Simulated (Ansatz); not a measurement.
# Cu: convergence and cost

The task, for Cu: sweep the k-point mesh.

Method: DFT PBE, scalar-relativistic, plane waves, PAW, in Ansatz 0.2.0.

1 further run of the same task is left out (set aside as unsound or not needed).

### 1 The system as given

Symmetry: I4/mmm, No. 139, tetragonal system. The conventional cell has a = 2.886 Å, b = 2.886 Å, c = 2.752 Å, α = 90.00°, β = 90.00°, γ = 90.00°. Cu (site symmetry 4/mmm) is surrounded by 10 Cu at 2.46 to 2.75 Å.

As a file:

```cif
data_structure
_symmetry_space_group_name_H-M 'P 1'
_symmetry_Int_Tables_number 1
_cell_length_a 2.4611
_cell_length_b 2.4611
_cell_length_c 2.4611
_cell_angle_alpha 108.218
_cell_angle_beta 108.218
_cell_angle_gamma 112.008
_cell_volume 11.46
loop_
_atom_site_label
_atom_site_type_symbol
_atom_site_fract_x
_atom_site_fract_y
_atom_site_fract_z
_atom_site_occupancy
Cu1 Cu 0.00000 0.00000 0.00000 1
```

The structure comes from the Materials Project (structure only); it is used as listed.

### 2 The base input

The input, input.yaml:

```yaml
crystal:
  lattice:
    - [-1.44279332, 1.44279332, 1.37608145]
    - [1.44279332, -1.44279332, 1.37608145]
    - [1.44279332, 1.44279332, -1.37608145]
  atoms:
    - { symbol: Cu, position: [0.0, 0.0, 0.0] }
basis:
  ecutwfc: 420
kpoints:
  mp_grid: { grid: [20, 20, 20] }
hamiltonian:
  xc: pbe
scf:
  occupations: { method: gaussian, width: 0.1 }
output:
  forces: true
  stress: true
  eigenvalues: true
  populations: true
```

It was run beforehand and gave: -6625.1242 eV/atom at zero smearing, pressure 7.29 GPa, largest force 0.000 eV/Å, no gap on the mesh, in 6 SCF cycles and 5.8 s.

### 3 K-point mesh set to 1×1×1

input.yaml: that of step 2 with these lines changed.

```diff
@@ -10,3 +10,3 @@
 kpoints:
-  mp_grid: { grid: [20, 20, 20] }
+  mp_grid: { grid: [1, 1, 1] }
 hamiltonian:
@@ -19,2 +19 @@
   eigenvalues: true
-  populations: true
```

Run with:

```console
ansatz run input.yaml --threads 1 --pin off --max-ram 2560MiB --backend cpu --events-out ev --progress --plain --runs-dir out
```

What it wrote, cut to the lines that bear on the results:

```text
Warning: RAYON_NUM_THREADS=1 ignored (pool sized by the plan → 1); use --threads N
[...]
Pseudopotentials: kind: paw
Pseudopotential: Cu, paw, valence charge 19, recommended cutoff 420 eV (normal), Cu.paw.azcp
Functional definition: PBE
[...]
Crystal: 1 atoms, lattice volume = 11.458 Å³
Basis set: ecut = 420 eV, 225 PW (Γ), exchange–correlation on 36×36×36 points (8 copies of the dense FFT grid, shifted against one another)
Bands: 14, of which v1, the nominal top of the filled ones, is band 10 counted from 1 (9 counted from 0)
Symmetry: 16 space group operations
Space group: I4/mmm (ITA 139), of the structure as read, at distance tolerance 2.3e-5 Å
k-points: 1
[...]
SCF iter   1: F=—  HF=-6635.427912 eV  |F-HF|=—  |Δ(HF+E_count)|=         —  Δρ=1.68e-1  dr2=1.23e0  ethr=1.77e-3  ⟨swp⟩=4.0  Hψ=62  notcnv=0
[...]
SCF iter  11: F=-6635.181583 eV  HF=-6635.181583 eV  |F-HF|=3.81e-8  |Δ(HF+E_count)|=   2.27e-9  Δρ=3.42e-5  dr2=3.64e-8  ethr=5.26e-10  ⟨swp⟩=3.0  Hψ=34  notcnv=0
[...]
SCF converged after 11 iterations
Free energy (F): -6635.181583 eV
[...]
E sigma→0 (E₀):  -6635.136824 eV
Entropy (-TS):   -0.089518 eV (-89.518 meV/atom)
Fermi energy:    14.158590 eV
[...]
--- Forces (eV/Å), atoms counted from 1 ---
  atom   1  Cu    -0.00000000     0.00000000     0.00000000
[...]
--- Stress (GPa, compression-positive) ---
      -75.759292       0.000000       0.000000
        0.000000     -75.759292       0.000000
       -0.000000      -0.000000     -70.287041
  P = ⅓ Tr σ = -73.9352 GPa (-739.352 kbar)
--- Band table (eV) ---
  k-point 0: bands = ["-96.6644", "-53.9648", "-53.9648", "-53.7662", "7.8637", "13.0204", "13.3141", "13.3141", "14.1043", "14.1171", "42.5706", "42.5706", "43.8108", "45.9032"]
```

Run time: 0.27 s. Hardware: 1 thread of Arm Neoverse V2, shared host; peak memory 0.23 GiB.

This run gives -6635.1368 eV/atom at zero smearing, pressure -73.94 GPa and no gap on the mesh.

### 4 K-point mesh set to 4×4×4

input.yaml: that of step 3 with these lines changed.

```diff
@@ -10,3 +10,3 @@
 kpoints:
-  mp_grid: { grid: [1, 1, 1] }
+  mp_grid: { grid: [4, 4, 4] }
 hamiltonian:
```

Run with:

```console
ansatz run input.yaml --threads 1 --pin off --max-ram 2560MiB --backend cpu --events-out ev --progress --plain --runs-dir out
```

What it wrote, cut to the lines that bear on the results:

```text
[...]
SCF converged after 6 iterations
Free energy (F): -6624.935460 eV
[...]
E sigma→0 (E₀):  -6624.928372 eV
Entropy (-TS):   -0.014176 eV (-14.176 meV/atom)
Fermi energy:    17.593984 eV
[...]
--- Forces (eV/Å), atoms counted from 1 ---
  atom   1  Cu     0.00000000     0.00000000     0.00000000
[...]
--- Stress (GPa, compression-positive) ---
        7.307734       0.000000       0.000000
        0.000000       7.307734       0.000000
        0.000000       0.000000       5.617829
  P = ⅓ Tr σ = 6.7444 GPa (67.444 kbar)
--- Band table (eV; the first three rows and the last of 13) ---
  k-point 0: bands = ["-95.4334", "-52.7344", "-52.7244", "-52.7244", "7.7823", "13.9679", "14.1597", "14.1597", "15.0367", "15.2511", "42.3085", "42.3085", "43.5786", "46.0239"]
[...]
```

Wall time 0.35 s (1 thread of Arm Neoverse V2, shared host); peak memory 0.24 GiB.

Read-out: -6624.9284 eV/atom at zero smearing, pressure 6.74 GPa and no gap on the mesh.

### 5 K-point mesh set to 6×6×6

input.yaml: that of step 4 with these lines changed.

```diff
@@ -10,3 +10,3 @@
 kpoints:
-  mp_grid: { grid: [4, 4, 4] }
+  mp_grid: { grid: [6, 6, 6] }
 hamiltonian:
```

Run with:

```console
ansatz run input.yaml --threads 1 --pin off --max-ram 2560MiB --backend cpu --events-out ev --progress --plain --runs-dir out
```

What it wrote, cut to the lines that bear on the results:

```text
Warning: RAYON_NUM_THREADS=1 ignored (pool sized by the plan → 1); use --threads N
[...]
[... 3 set-up lines as earlier in the session ...]
[...]
Crystal: 1 atoms, lattice volume = 11.458 Å³
Basis set: ecut = 420 eV, 225 PW (Γ), exchange–correlation on 36×36×36 points (8 copies of the dense FFT grid, shifted against one another)
Bands: 14, of which v1, the nominal top of the filled ones, is band 10 counted from 1 (9 counted from 0)
[... 2 set-up lines as earlier in the session ...]
k-points: 30 of 216
[...]
SCF iter   1: F=—  HF=-6625.058433 eV  |F-HF|=—  |Δ(HF+E_count)|=         —  Δρ=3.52e-3  dr2=8.15e-4  ethr=1.77e-3  ⟨swp⟩=5.2  Hψ=2104  notcnv=0
[...]
SCF iter   6: F=-6625.058437 eV  HF=-6625.058437 eV  |F-HF|=3.64e-12  |Δ(HF+E_count)|=  4.64e-10  Δρ=3.11e-7  dr2=2.48e-12  ethr=1.00e-12  ⟨swp⟩=2.4  Hψ=1365  notcnv=0
[...]
SCF converged after 6 iterations
Free energy (F): -6625.058437 eV
[...]
E sigma→0 (E₀):  -6625.054462 eV
Entropy (-TS):   -0.007951 eV (-7.951 meV/atom)
Fermi energy:    17.582256 eV
[...]
--- Forces (eV/Å), atoms counted from 1 ---
  atom   1  Cu     0.00000000     0.00000000     0.00000000
[...]
--- Stress (GPa, compression-positive) ---
        8.137394       0.000000       0.000000
        0.000000       8.137394      -0.000000
        0.000000       0.000000       7.160924
  P = ⅓ Tr σ = 7.8119 GPa (78.119 kbar)
--- Band table (eV; the first three rows and the last of 30) ---
  k-point 0: bands = ["-95.2579", "-52.5585", "-52.5584", "-52.5584", "7.7894", "14.1004", "14.2999", "14.2999", "15.1807", "15.3883", "42.3064", "42.3064", "43.5693", "46.0519"]
[...]
```

Wall time 0.47 s (1 thread of Arm Neoverse V2, shared host); peak memory 0.24 GiB.

Result: -6625.0545 eV/atom at zero smearing, pressure 7.81 GPa and no gap on the mesh.

### 6 K-point mesh: 10×10×10

input.yaml: that of step 5 with these lines changed.

```diff
@@ -10,3 +10,3 @@
 kpoints:
-  mp_grid: { grid: [6, 6, 6] }
+  mp_grid: { grid: [10, 10, 10] }
 hamiltonian:
```

Run with:

```console
ansatz run input.yaml --threads 1 --pin off --max-ram 2560MiB --backend cpu --events-out ev --progress --plain --runs-dir out
```

What it wrote, cut to the lines that bear on the results:

```text
[...]
SCF converged after 6 iterations
Free energy (F): -6625.106654 eV
[...]
E sigma→0 (E₀):  -6625.104441 eV
Entropy (-TS):   -0.004426 eV (-4.426 meV/atom)
Fermi energy:    17.466178 eV
[...]
--- Forces (eV/Å), atoms counted from 1 ---
  atom   1  Cu     0.00000000     0.00000000    -0.00000000
[...]
--- Stress (GPa, compression-positive) ---
        7.727511       0.000000       0.000000
        0.000000       7.727511       0.000000
        0.000000       0.000000       6.362655
  P = ⅓ Tr σ = 7.2726 GPa (72.726 kbar)
--- Band table (eV; the first three rows and the last of 102) ---
  k-point 0: bands = ["-95.2446", "-52.5496", "-52.5435", "-52.5435", "7.7901", "14.1133", "14.3092", "14.3092", "15.1899", "15.4011", "42.3064", "42.3064", "43.5682", "46.0539"]
[...]
```

Wall time 0.95 s (1 thread of Arm Neoverse V2, shared host); peak memory 0.26 GiB.

Read-out: -6625.1044 eV/atom at zero smearing, pressure 7.27 GPa and no gap on the mesh.

### 7 K-point mesh: 12×12×12

input.yaml: that of step 6 with these lines changed.

```diff
@@ -10,3 +10,3 @@
 kpoints:
-  mp_grid: { grid: [10, 10, 10] }
+  mp_grid: { grid: [12, 12, 12] }
 hamiltonian:
```

Run with:

```console
ansatz run input.yaml --threads 1 --pin off --max-ram 2560MiB --backend cpu --events-out ev --progress --plain --runs-dir out
```

What it wrote, cut to the lines that bear on the results:

```text
Warning: RAYON_NUM_THREADS=1 ignored (pool sized by the plan → 1); use --threads N
[...]
[... 3 set-up lines as earlier in the session ...]
[...]
Crystal: 1 atoms, lattice volume = 11.458 Å³
Basis set: ecut = 420 eV, 225 PW (Γ), exchange–correlation on 36×36×36 points (8 copies of the dense FFT grid, shifted against one another)
Bands: 14, of which v1, the nominal top of the filled ones, is band 10 counted from 1 (9 counted from 0)
[... 2 set-up lines as earlier in the session ...]
k-points: 163 of 1728
[...]
SCF iter   1: F=—  HF=-6625.116110 eV  |F-HF|=—  |Δ(HF+E_count)|=         —  Δρ=2.29e-3  dr2=2.83e-4  ethr=1.77e-3  ⟨swp⟩=5.4  Hψ=11443  notcnv=0
[...]
SCF iter   6: F=-6625.116199 eV  HF=-6625.116199 eV  |F-HF|=1.82e-12  |Δ(HF+E_count)|=  7.59e-10  Δρ=2.42e-7  dr2=1.89e-12  ethr=1.34e-12  ⟨swp⟩=2.1  Hψ=6879  notcnv=0
[...]
SCF converged after 6 iterations
Free energy (F): -6625.116199 eV
[...]
E sigma→0 (E₀):  -6625.114592 eV
Entropy (-TS):   -0.003213 eV (-3.213 meV/atom)
Fermi energy:    17.452045 eV
[...]
--- Forces (eV/Å), atoms counted from 1 ---
  atom   1  Cu     0.00000000     0.00000000     0.00000000
[...]
--- Stress (GPa, compression-positive) ---
        7.741794       0.000000       0.000000
        0.000000       7.741794       0.000000
        0.000000       0.000000       6.010363
  P = ⅓ Tr σ = 7.1647 GPa (71.647 kbar)
--- Band table (eV; the first three rows and the last of 163) ---
  k-point 0: bands = ["-95.2437", "-52.5530", "-52.5405", "-52.5405", "7.7902", "14.1161", "14.3085", "14.3085", "15.1883", "15.4050", "42.3061", "42.3061", "43.5689", "46.0553"]
[...]
```

Run time: 1.3 s. Hardware: 1 thread of Arm Neoverse V2, shared host; peak memory 0.28 GiB.

Read-out: -6625.1146 eV/atom at zero smearing, pressure 7.16 GPa and no gap on the mesh.

### 8 K-point mesh set to 14×14×14

input.yaml: that of step 7 with these lines changed.

```diff
@@ -10,3 +10,3 @@
 kpoints:
-  mp_grid: { grid: [12, 12, 12] }
+  mp_grid: { grid: [14, 14, 14] }
 hamiltonian:
```

Run with:

```console
ansatz run input.yaml --threads 1 --pin off --max-ram 2560MiB --backend cpu --events-out ev --progress --plain --runs-dir out
```

What it wrote, cut to the lines that bear on the results:

```text
[...]
SCF converged after 6 iterations
Free energy (F): -6625.120713 eV
[...]
E sigma→0 (E₀):  -6625.119292 eV
Entropy (-TS):   -0.002841 eV (-2.841 meV/atom)
Fermi energy:    17.457476 eV
[...]
--- Forces (eV/Å), atoms counted from 1 ---
  atom   1  Cu     0.00000000     0.00000000     0.00000000
[...]
--- Stress (GPa, compression-positive) ---
        7.420676       0.000000       0.000000
        0.000000       7.420676       0.000000
        0.000000       0.000000       6.937301
  P = ⅓ Tr σ = 7.2596 GPa (72.596 kbar)
--- Band table (eV; the first three rows and the last of 244) ---
  k-point 0: bands = ["-95.2341", "-52.5403", "-52.5330", "-52.5330", "7.7907", "14.1216", "14.3169", "14.3169", "15.1984", "15.4106", "42.3065", "42.3065", "43.5676", "46.0561"]
[...]
```

Wall time 1.9 s (1 thread of Arm Neoverse V2, shared host); peak memory 0.3 GiB.

Result: -6625.1193 eV/atom at zero smearing, pressure 7.26 GPa and no gap on the mesh.

### 9 K-point mesh set to 16×16×16

input.yaml: that of step 8 with these lines changed.

```diff
@@ -10,3 +10,3 @@
 kpoints:
-  mp_grid: { grid: [14, 14, 14] }
+  mp_grid: { grid: [16, 16, 16] }
 hamiltonian:
```

Run with:

```console
ansatz run input.yaml --threads 1 --pin off --max-ram 2560MiB --backend cpu --events-out ev --progress --plain --runs-dir out
```

What it wrote, cut to the lines that bear on the results:

```text
[...]
SCF converged after 6 iterations
Free energy (F): -6625.122574 eV
[...]
E sigma→0 (E₀):  -6625.121271 eV
Entropy (-TS):   -0.002606 eV (-2.606 meV/atom)
Fermi energy:    17.458823 eV
[...]
--- Forces (eV/Å), atoms counted from 1 ---
  atom   1  Cu     0.00000000     0.00000000    -0.00000000
[...]
--- Stress (GPa, compression-positive) ---
        7.251805       0.000000       0.000000
        0.000000       7.251805       0.000000
        0.000000       0.000000       7.303983
  P = ⅓ Tr σ = 7.2692 GPa (72.692 kbar)
--- Band table (eV; the first three rows and the last of 349) ---
  k-point 0: bands = ["-95.2306", "-52.5345", "-52.5307", "-52.5307", "7.7908", "14.1231", "14.3203", "14.3203", "15.2027", "15.4118", "42.3066", "42.3066", "43.5669", "46.0560"]
[...]
```

It took 2.6 s on 1 thread of Arm Neoverse V2, shared host; peak memory 0.32 GiB.

Read-out: -6625.1213 eV/atom at zero smearing, pressure 7.27 GPa and no gap on the mesh.

### 10 K-point mesh set to 22×22×22

input.yaml: that of step 9 with these lines changed.

```diff
@@ -10,3 +10,3 @@
 kpoints:
-  mp_grid: { grid: [16, 16, 16] }
+  mp_grid: { grid: [22, 22, 22] }
 hamiltonian:
```

Run with:

```console
ansatz run input.yaml --threads 1 --pin off --max-ram 2560MiB --backend cpu --events-out ev --progress --plain --runs-dir out
```

What it wrote, cut to the lines that bear on the results:

```text
Warning: RAYON_NUM_THREADS=1 ignored (pool sized by the plan → 1); use --threads N
[...]
[... 3 set-up lines as earlier in the session ...]
[...]
Crystal: 1 atoms, lattice volume = 11.458 Å³
Basis set: ecut = 420 eV, 225 PW (Γ), exchange–correlation on 36×36×36 points (8 copies of the dense FFT grid, shifted against one another)
Bands: 14, of which v1, the nominal top of the filled ones, is band 10 counted from 1 (9 counted from 0)
[... 2 set-up lines as earlier in the session ...]
k-points: 834 of 10648
[...]
SCF iter   1: F=—  HF=-6625.125737 eV  |F-HF|=—  |Δ(HF+E_count)|=         —  Δρ=9.05e-4  dr2=1.63e-5  ethr=1.77e-3  ⟨swp⟩=5.4  Hψ=58505  notcnv=0
[...]
SCF iter   6: F=-6625.125894 eV  HF=-6625.125894 eV  |F-HF|=2.73e-12  |Δ(HF+E_count)|=  6.37e-11  Δρ=1.61e-7  dr2=1.13e-12  ethr=1.00e-12  ⟨swp⟩=2.0  Hψ=38220  notcnv=0
[...]
SCF converged after 6 iterations
Free energy (F): -6625.125894 eV
[...]
E sigma→0 (E₀):  -6625.124829 eV
Entropy (-TS):   -0.002129 eV (-2.129 meV/atom)
Fermi energy:    17.449333 eV
[...]
--- Forces (eV/Å), atoms counted from 1 ---
  atom   1  Cu     0.00000000     0.00000000    -0.00000000
[...]
--- Stress (GPa, compression-positive) ---
        7.390524       0.000000       0.000000
        0.000000       7.390524      -0.000000
       -0.000000      -0.000000       7.061122
  P = ⅓ Tr σ = 7.2807 GPa (72.807 kbar)
--- Band table (eV; the first three rows and the last of 834) ---
  k-point 0: bands = ["-95.2262", "-52.5310", "-52.5261", "-52.5261", "7.7910", "14.1269", "14.3236", "14.3236", "15.2057", "15.4159", "42.3064", "42.3064", "43.5670", "46.0570"]
[...]
```

Wall time 5.9 s (1 thread of Arm Neoverse V2, shared host); peak memory 0.4 GiB.

Result: -6625.1248 eV/atom at zero smearing, pressure 7.28 GPa and no gap on the mesh.

### 11 K-point mesh set to 26×26×26

input.yaml: that of step 10 with these lines changed.

```diff
@@ -10,3 +10,3 @@
 kpoints:
-  mp_grid: { grid: [22, 22, 22] }
+  mp_grid: { grid: [26, 26, 26] }
 hamiltonian:
```

Run with:

```console
ansatz run input.yaml --threads 1 --pin off --max-ram 2560MiB --backend cpu --events-out ev --progress --plain --runs-dir out
```

What it wrote, cut to the lines that bear on the results:

```text
Warning: RAYON_NUM_THREADS=1 ignored (pool sized by the plan → 1); use --threads N
[...]
[... 3 set-up lines as earlier in the session ...]
[...]
Crystal: 1 atoms, lattice volume = 11.458 Å³
Basis set: ecut = 420 eV, 225 PW (Γ), exchange–correlation on 36×36×36 points (8 copies of the dense FFT grid, shifted against one another)
Bands: 14, of which v1, the nominal top of the filled ones, is band 10 counted from 1 (9 counted from 0)
[... 2 set-up lines as earlier in the session ...]
k-points: 1330 of 17576
[...]
SCF iter   1: F=—  HF=-6625.126249 eV  |F-HF|=—  |Δ(HF+E_count)|=         —  Δρ=8.97e-4  dr2=1.63e-5  ethr=1.77e-3  ⟨swp⟩=5.4  Hψ=93395  notcnv=0
[...]
SCF iter   6: F=-6625.126407 eV  HF=-6625.126407 eV  |F-HF|=9.09e-13  |Δ(HF+E_count)|=  5.18e-11  Δρ=1.62e-7  dr2=1.16e-12  ethr=1.00e-12  ⟨swp⟩=2.0  Hψ=61195  notcnv=0
[...]
SCF converged after 6 iterations
Free energy (F): -6625.126407 eV
[...]
E sigma→0 (E₀):  -6625.125430 eV
Entropy (-TS):   -0.001954 eV (-1.954 meV/atom)
Fermi energy:    17.442689 eV
[...]
--- Forces (eV/Å), atoms counted from 1 ---
  atom   1  Cu     0.00000000     0.00000000     0.00000000
[...]
--- Stress (GPa, compression-positive) ---
        7.276025      -0.000000      -0.000000
       -0.000000       7.276025       0.000000
       -0.000000      -0.000000       7.265124
  P = ⅓ Tr σ = 7.2724 GPa (72.724 kbar)
--- Band table (eV; the first three rows and the last of 1330) ---
  k-point 0: bands = ["-95.2262", "-52.5302", "-52.5265", "-52.5265", "7.7910", "14.1265", "14.3239", "14.3239", "15.2064", "15.4153", "42.3066", "42.3066", "43.5667", "46.0567"]
[...]
```

Run time: 9.3 s. Hardware: 1 thread of Arm Neoverse V2, shared host; peak memory 0.48 GiB.

Result: -6625.1254 eV/atom at zero smearing, pressure 7.27 GPa and no gap on the mesh.

### 12 K-point mesh: 30×30×30

input.yaml: that of step 11 with these lines changed.

```diff
@@ -10,3 +10,3 @@
 kpoints:
-  mp_grid: { grid: [26, 26, 26] }
+  mp_grid: { grid: [30, 30, 30] }
 hamiltonian:
```

Run with:

```console
ansatz run input.yaml --threads 1 --pin off --max-ram 2560MiB --backend cpu --events-out ev --progress --plain --runs-dir out
```

What it wrote, cut to the lines that bear on the results:

```text
Warning: RAYON_NUM_THREADS=1 ignored (pool sized by the plan → 1); use --threads N
[...]
[... 3 set-up lines as earlier in the session ...]
[...]
Crystal: 1 atoms, lattice volume = 11.458 Å³
Basis set: ecut = 420 eV, 225 PW (Γ), exchange–correlation on 36×36×36 points (8 copies of the dense FFT grid, shifted against one another)
Bands: 14, of which v1, the nominal top of the filled ones, is band 10 counted from 1 (9 counted from 0)
[... 2 set-up lines as earlier in the session ...]
k-points: 1992 of 27000
[...]
SCF iter   1: F=—  HF=-6625.126775 eV  |F-HF|=—  |Δ(HF+E_count)|=         —  Δρ=8.68e-4  dr2=1.39e-5  ethr=1.77e-3  ⟨swp⟩=5.4  Hψ=139955  notcnv=0
[...]
SCF iter   6: F=-6625.126930 eV  HF=-6625.126930 eV  |F-HF|=4.55e-12  |Δ(HF+E_count)|=  1.59e-10  Δρ=8.61e-8  dr2=1.52e-13  ethr=1.00e-12  ⟨swp⟩=2.3  Hψ=90444  notcnv=0
[...]
SCF converged after 6 iterations
Free energy (F): -6625.126930 eV
[...]
E sigma→0 (E₀):  -6625.125997 eV
Entropy (-TS):   -0.001867 eV (-1.867 meV/atom)
Fermi energy:    17.441173 eV
[...]
--- Forces (eV/Å), atoms counted from 1 ---
  atom   1  Cu     0.00000000     0.00000000     0.00000000
[...]
--- Stress (GPa, compression-positive) ---
        7.276021       0.000000       0.000000
        0.000000       7.276021      -0.000000
       -0.000000       0.000000       7.268045
  P = ⅓ Tr σ = 7.2734 GPa (72.734 kbar)
--- Band table (eV; the first three rows and the last of 1992) ---
  k-point 0: bands = ["-95.2251", "-52.5294", "-52.5254", "-52.5254", "7.7910", "14.1274", "14.3246", "14.3246", "15.2070", "15.4162", "42.3066", "42.3066", "43.5666", "46.0569"]
[...]
```

Run time: 14 s. Hardware: 1 thread of Arm Neoverse V2, shared host; peak memory 0.59 GiB.

Read-out: -6625.1260 eV/atom at zero smearing, pressure 7.27 GPa and no gap on the mesh.

### 13 The sweep of the k-point mesh side by side

Energies are per atom, extrapolated to zero smearing, and count from the run at 30×30×30. Pressure is positive in compression.

| mesh | ΔE (meV/atom) | pressure (GPa) | irreducible points | SCF cycles | CPU time |
| --- | --- | --- | --- | --- | --- |
| 1×1×1 | -10011 | -73.94 | 1 | 11 | 0.27 s |
| 4×4×4 | 198 | 6.74 | 13 | 6 | 0.35 s |
| 6×6×6 | 71.5 | 7.81 | 30 | 6 | 0.47 s |
| 8×8×8 | 38.4 | 7.48 | 59 | 6 | 0.67 s |
| 10×10×10 | 21.6 | 7.27 | 102 | 6 | 0.95 s |
| 12×12×12 | 11.4 | 7.16 | 163 | 6 | 1.3 s |
| 14×14×14 | 6.70 | 7.26 | 244 | 6 | 1.9 s |
| 16×16×16 | 4.73 | 7.27 | 349 | 6 | 2.6 s |
| 20×20×20 | 1.78 | 7.29 | 641 | 6 | 5.8 s |
| 22×22×22 | 1.17 | 7.28 | 834 | 6 | 5.9 s |
| 26×26×26 | 0.57 | 7.27 | 1330 | 6 | 9.3 s |
| 30×30×30 | 0.00 | 7.27 | 1992 | 6 | 14 s |

CPU times come from a shared host, so they are rough.

### 14 Results

```
                                               quantity                            value
k-point mesh: within 10 and 1 meV/atom of 30×30×30 from  14×14×14 for 10; 26×26×26 for 1
```

**Reading.** In the sweep of the k-point mesh, 26×26×26 already comes within 1 meV/atom of the reference, and so do all later runs, at about 0.66 of the reference's time. That is measured against the best run here, which may itself be short of the limit. The error changes sign along the series, since a k mesh isn't variational, and a metal needs dense meshes to resolve its Fermi surface.
